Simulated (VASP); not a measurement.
A run of VASP 6.6.1 is set up as follows.

Contents of INCAR:

```
  PREC = Accurate
  ENCUT = 520
  EDIFF = 1E-6
  ISMEAR = -1
  SIGMA = 0.1
  LREAL = F
  LASPH = T
  NELM = 60
  ALGO = Normal
  ISIF = 2
  LWAVE = F
  LCHARG = T
  GGA = CA
  LELF = T
  LVHAR = T
  NBANDS = 12
```

Contents of KPOINTS:

```
regular mesh
0
Gamma
  14 14 8
```

POSCAR

```
As
1.0
    3.0923834063      0.0000000000      0.0000000000
   -1.5461917031      2.6780825881      0.0000000000
    0.0000000000      0.0000000000      4.7165512098
As
2
Direct
    0.3333333333      0.6666666667      0.2500000000
    0.6666666667      0.3333333333      0.7500000000
```

Potentials or basis: VASP PAW LDA potentials, release 64 (As).

Run with:

```console
$ cat potpaw_LDA.64/As/POTCAR > POTCAR
$ mpirun -np 1 vasp_std > vasp.out
```

Q: Predict the pressure.

A: -5.7 GPa.

Q: Estimate the band gap on the k mesh.

A: None (metal or under the smearing width).
